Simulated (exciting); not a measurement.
A run of exciting (release sodium):

File input.xml:

```xml
<input>
  <title>W</title>
  <structure speciespath="./" tshift="false">
    <crystal scale="1">
      <basevect>0.000000000000 3.836144032990 3.836144032990</basevect>
      <basevect>3.836144032990 0.000000000000 3.836144032990</basevect>
      <basevect>3.836144032990 3.836144032990 0.000000000000</basevect>
    </crystal>
    <species speciesfile="W.xml" rmt="2.3">
      <atom coord="0.000000000000 0.000000000000 0.000000000000"/>
    </species>
  </structure>
  <groundstate do="fromscratch" ngridk="11 11 11" rgkmax="9" gmaxvr="14" lmaxapw="10" lmaxmat="10" lmaxvr="8" xctype="GGA_PBE" stype="Gaussian" swidth="0.00073499" nempty="12" ValenceRelativity="iora*" epsengy="1e-05" epspot="1e-05" maxscl="60" tforce="true" outputlevel="high"/>
</input>
```

Potentials or basis: all-electron LAPW+lo, shipped species files, valence relativity iora*.

The run is started by

```console
$ OMP_NUM_THREADS=1 exciting_smp
```

Hardware: 1 thread of Arm Neoverse V1, on a shared host.

Task: How long does it take, and how much memory?

Result: Run time: 31 s on 1 thread of Arm Neoverse V1, with other jobs on the host, peak memory 0.1 GiB. Counts: scf iterations 12, plane waves 125.
